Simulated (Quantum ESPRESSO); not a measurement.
A calculation with Quantum ESPRESSO 7.5 of CoO (ASE script, structure from a POSCAR):

The input run.py:

```python
import numpy as np
from ase.calculators.espresso import Espresso, EspressoProfile
from ase.io import read

atoms = read('POSCAR')
atoms.set_initial_magnetic_moments([2.0, 0.0])

input_data = {
    'control': {'calculation': 'scf', 'prefix': 'pwscf', 'outdir': './tmp', 'tprnfor': True, 'tstress': True, 'disk_io': 'nowf'},
    'system': {'ecutwfc': 56.0, 'ecutrho': 448.0, 'nbnd': 21, 'occupations': 'smearing', 'smearing': 'fd', 'degauss': 0.00367493, 'nspin': 2},
    'electrons': {'conv_thr': 4e-10, 'electron_maxstep': 120, 'mixing_beta': 0.3},
}
pseudopotentials = {'O': 'o_pbesol_v1.2.uspp.F.UPF', 'Co': 'co_pbesol_v1.2.uspp.F.UPF'}
profile = EspressoProfile(command='mpirun -n 2 pw.x -nk 2', pseudo_dir='pseudo')
dft = Espresso(profile=profile, input_data=input_data, pseudopotentials=pseudopotentials, kpts=(12, 12, 12), koffset=(0, 0, 0))
atoms.calc = dft

print(f'energy {atoms.get_potential_energy():.8f} eV')
print('forces (eV/A)')
print(np.round(atoms.get_forces(), 6))
print('stress (eV/A^3, Voigt)')
print(np.round(atoms.get_stress(), 8))
print(f'Fermi level {dft.get_fermi_level():.4f} eV')
```

The input POSCAR:

```
CoO
1.0
   -1.5080000000      1.5080000000      2.1072475377
    1.5080000000     -1.5080000000      2.1072475377
    1.5080000000      1.5080000000     -2.1072475377
Co O
1 1
Direct
    0.0000000000      0.0000000000      0.0000000000
    0.5000000000      0.5000000000      0.0000000000
```

Potentials or basis: GBRV 1.5 PBEsol.

Command:

```sh
$ OMP_NUM_THREADS=1 python run.py
```

Question: Write the same calculation in another form: native input, structure typed inline.

Answer: As run:

File pw.in:

```
&CONTROL
  calculation = 'scf'
  prefix = 'pwscf'
  outdir = './tmp'
  pseudo_dir = './pseudo'
  tprnfor = .true.
  tstress = .true.
  disk_io = 'low'
/
&SYSTEM
  ibrav = 0
  celldm(1) = 8
  nat = 2
  ntyp = 2
  ecutwfc = 56
  ecutrho = 448
  nbnd = 21
  occupations = 'smearing'
  smearing = 'fd'
  degauss = 0.00367493
  nspin = 2
  starting_magnetization(1) = 0.1176
  starting_magnetization(2) = 0
/
&ELECTRONS
  conv_thr = 4d-10
  electron_maxstep = 120
  mixing_beta = 0.3
/
ATOMIC_SPECIES
Co    58.9332 co_pbesol_v1.2.uspp.F.UPF
O     15.9990 o_pbesol_v1.2.uspp.F.UPF
CELL_PARAMETERS alat
 -0.3562133744920   0.3562133744920   0.4977650903806
  0.3562133744920  -0.3562133744920   0.4977650903806
  0.3562133744920   0.3562133744920  -0.4977650903806
ATOMIC_POSITIONS crystal
Co     0.0000000000    0.0000000000    0.0000000000
O      0.5000000000    0.5000000000    0.0000000000
K_POINTS automatic
12 12 12 0 0 0
```

pp_density.in

```
&INPUTPP
  prefix = 'pwscf'
  outdir = './tmp'
  filplot = 'density.dat'
  plot_num = 0
/
&PLOT
  nfile = 1
  filepp(1) = 'density.dat'
  iflag = 3
  output_format = 6
  fileout = 'density.cube'
/
```

pp_potential.in

```
&INPUTPP
  prefix = 'pwscf'
  outdir = './tmp'
  filplot = 'potential.dat'
  plot_num = 11
/
&PLOT
  nfile = 1
  filepp(1) = 'potential.dat'
  iflag = 3
  output_format = 6
  fileout = 'potential.cube'
/
```

The input pp_spin.in:

```
&INPUTPP
  prefix = 'pwscf'
  outdir = './tmp'
  filplot = 'spin.dat'
  plot_num = 6
/
&PLOT
  nfile = 1
  filepp(1) = 'spin.dat'
  iflag = 3
  output_format = 6
  fileout = 'spin.cube'
/
```

Potentials or basis: GBRV 1.5 PBEsol.

The run is started by

```console
$ OMP_NUM_THREADS=1 mpirun -n 2 pw.x -nk 2 -in pw.in > pw.out
$ OMP_NUM_THREADS=1 mpirun -n 1 pp.x -in pp_density.in > pp_density.out
$ OMP_NUM_THREADS=1 mpirun -n 1 pp.x -in pp_potential.in > pp_potential.out
$ OMP_NUM_THREADS=1 mpirun -n 1 pp.x -in pp_spin.in > pp_spin.out
```

Both were run:

|  | ASE script, structure from a POSCAR | native input, structure typed inline |
| --- | --- | --- |
| Pressure | -8.9 GPa | -8.9 GPa |
| Band gap on the k mesh | none (metal or under the smearing width) | none (metal or under the smearing width) |
| Net moment | 2.99 μB per cell | 2.99 μB per cell |
| Absolute moment | 3.02 μB per cell | 3.02 μB per cell |
| Site moments | Co +2.53; O +0.35 μB | Co +2.53; O +0.35 μB |
| Valence electrons inside the program's atomic spheres | Co 14.56; O 5.70 | Co 14.56; O 5.70 |

Keys that steer only the numerical path or the files written may differ.

Caveat: a cell with one magnetic atom can't hold antiferromagnetic order, which such compounds often take; semilocal functionals often make such compounds metallic where correlation or magnetic order opens a gap, which also shifts bond lengths.
